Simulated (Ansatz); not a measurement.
# Does disorder add resistance in series? Pt(111) layers with 25 % Os

Two lengths of the disordered region are known. What area resistance does the third give?

How it was computed: Ansatz 0.2.0, plane waves with PAW datasets at their recommended cutoffs (420 eV for most), Fermi-Dirac smearing; ballistic transmission by layer matching. The area resistance is RA = A (h/2e²)(1/T − 1/N), with T the zone-mean transmission per spin and N the lead's channels, both averaged over a few energies near the Fermi level; for magnets each spin is taken apart, with h/e², and the two conduct in parallel. Lateral cell 2x2, PBE, a fresh random draw for each length.

The runs, with one result withheld:

| length (Å) | channels N | RA (fΩ m²) |
| --- | --- | --- |
| 9.06 | 6.740 | 0.644 |
| 18.1 | 6.793 | 1.05 |
| 27.2 | 6.713 | ? |

**Estimate by hand.**

Ohm's law makes RA linear in the length: the slope is (1.05 − 0.644)/(18.1 − 9.06) = 0.0449 fΩ m² per Å, or 45 µΩ cm. Then 1.05 + 0.0449 × 9.06. Predicted: 1.46 fΩ m².

**The withheld run.**

1.42 fΩ m², so the prediction is 2.9 % too high. The three lengths together give 43 µΩ cm. The two increments are 0.41 and 0.37 fΩ m², roughly as Ohm's law has it, though with one draw for each length that is a weak test.

**Limits.** The scatterers repeat sideways with the small cell. The slope is a raw one; a model of isotropic scattering puts it 1.01 times the bulk value over these lengths. Atoms sit unrelaxed on the host's lattice, and the pair may not mix at random in practice. Spin-orbit coupling is left out, which matters for Os and Pt.
